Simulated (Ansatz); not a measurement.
# Two Ansatz runs on CaS

The cell is COD entry 1011236, as deposited and not checked against the literature; nothing was relaxed. It is an old determination, and later ones may differ.

First run: DFT, PBE, all-electron LAPW, scalar-relativistic (Ansatz 0.2.0).

Command: `ansatz run input.yaml --threads 1 --pin off --max-ram 2048MiB --backend cpu --events-out ev --progress --plain --runs-dir out` The run took 2.8 s on 1 thread of Intel(R) Xeon(R) 6975P-C (Granite Rapids) (shared host), peak memory 0.29 GiB.

```yaml
crystal:
  lattice:
    - [0.0, 2.843, 2.843]
    - [2.843, 0.0, 2.843]
    - [2.843, 2.843, 0.0]
  atoms:
    - { symbol: Ca, position: [0.0, 0.0, 0.0] }
    - { symbol: S, position: [0.5, 0.5, 0.5] }
kpoints:
  mp_grid: { grid: [7, 7, 7] }
scf:
  occupations: { method: fermi_dirac, width: 0.01 }
hamiltonian:
  xc: pbe
  pseudopotentials:
    kind: all_electron
    lapw: { basis_error: 0.00025, muffin_tin_radii: { S: 1.194, Ca: 1.194 } }
output:
  forces: true
  stress: true
  eigenvalues: true
```

Result: converged; pressure 0.79 GPa; gap on the k mesh 2.42 eV (the mesh can miss the band edges); 7 SCF iterations.

The input is then changed:

```diff
@@ -7,4 +7,5 @@
     - { symbol: Ca, position: [0.0, 0.0, 0.0] }
     - { symbol: S, position: [0.5, 0.5, 0.5] }
+  symmetry: { detect: false }
 kpoints:
   mp_grid: { grid: [7, 7, 7] }
```

Problem. Predict the outcome of the changed run.

Solution. It converged; pressure 0.79 GPa; gap on the k mesh 2.42 eV (the mesh can miss the band edges); 7 SCF iterations.
